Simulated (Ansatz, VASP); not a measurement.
Al: VASP beside Ansatz

The input INCAR:

```
SYSTEM = Al
  PREC = Accurate
  ENCUT = 520
  EDIFF = 1E-7
  ISMEAR = -1
  SIGMA = 0.05
  LREAL = .FALSE.
  LASPH = .TRUE.
  NELM = 80
  ALGO = Normal
  ISIF = 2
  LWAVE = .FALSE.
  LCHARG = .FALSE.
  GGA = PE
  NBANDS = 8
```

Contents of KPOINTS:

```
regular mesh
0
G
  12 12 12
  0 0 0
```

File POSCAR:

```
Al
1.0
   -1.6989500000      1.5643060000      1.6007980000
    1.6309530000     -1.5829090000      1.5514040000
    1.6603660000      1.5443250000     -1.6194010000
Al
1
Direct
   -0.0006930000      0.0123870000      0.0058490000
```

input.yaml

```yaml
crystal:
  lattice:
    - [-1.69895, 1.564306, 1.600798]
    - [1.630953, -1.582909, 1.551404]
    - [1.660366, 1.544325, -1.619401]
  atoms:
    - { symbol: Al, position: [-0.000693, 0.012387, 0.005849] }
hamiltonian:
  xc: pbe
  pseudopotentials: { kind: paw }
kpoints:
  mp_grid: { grid: [12, 12, 12] }
scf:
  occupations: { method: fermi_dirac, width: 0.05 }
output:
  forces: true
  stress: true
  eigenvalues: true
  write_density: true
  write_potential: true
  elf: true
  volumetric_format: npy
```

Change from the starting cell: cell strained at random at fixed volume.

Alike in both runs: task single point; functional PBE; k mesh 12 × 12 × 12; occupations fermi-dirac, width 0.05 eV; no spin polarisation.

|  | VASP | Ansatz |
| --- | --- | --- |
| version | VASP 6.6.1 | Ansatz 0.2.0 |
| potentials or method | VASP PAW PBE potentials, release 64 (Al) | Ansatz PAW |
| plane-wave cutoff (eV) | 520 | 420 |
| valence electrons in the cell | 3 | 3 |

```tsv
	VASP	Ansatz	Ansatz less VASP
gap on the k mesh at the Fermi level (eV)	none	none	-
pressure (GPa)	3.9	3.9	+0.02
largest component of the traceless stress (GPa)	1.40	1.40	+0.007
```

A gap of «none» marks a metal or a gap that the smearing closes. With one functional, cell and mesh, what is left measures potentials, basis and numerics.
